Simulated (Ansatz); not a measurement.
TaSi2, 9 atoms in the cell. Symmetry: P6_422, No. 181, hexagonal system. Conventional cell: a = 4.784 Å, b = 4.784 Å, c = 6.570 Å, α = 90.00°, β = 90.00°, γ = 120.00°. Ta (site symmetry 222) is surrounded by 10 Si at 2.61 to 2.83 Å. Around Si (site symmetry 2) lie 5 Si at 2.56 to 2.83 Å and 5 Ta at 2.61 to 2.83 Å. 

| Item | Value |
| --- | --- |
| Program | Ansatz 0.2.0 |
| Task | relaxation of cell and atoms |
| Functional | PBEsol |
| Potentials or basis | Ansatz PAW |
| Cutoff | 420 eV (not typed: the program's choice for these potentials) |
| k mesh | 7 × 7 × 4 |
| Occupations | fermi-dirac, width 0.05 eV |
| Spin | no spin polarisation |

Potentials or basis: Ansatz PAW.

The run is started by

```bash
$ ansatz run input.yaml --threads 4 --pin off --max-ram 11264MiB --backend cpu --events-out ev --progress --plain --runs-dir out
```

Hardware: 4 threads of Arm Neoverse V2, with other jobs on the host.

Estimate the wall time of this run.

Wall time 17 s on 4 threads of Arm Neoverse V2 (shared host), peak memory 0.46 GiB. Counts: scf iterations 24, plane waves 2523, k points 24, bands 41, ion steps 5.
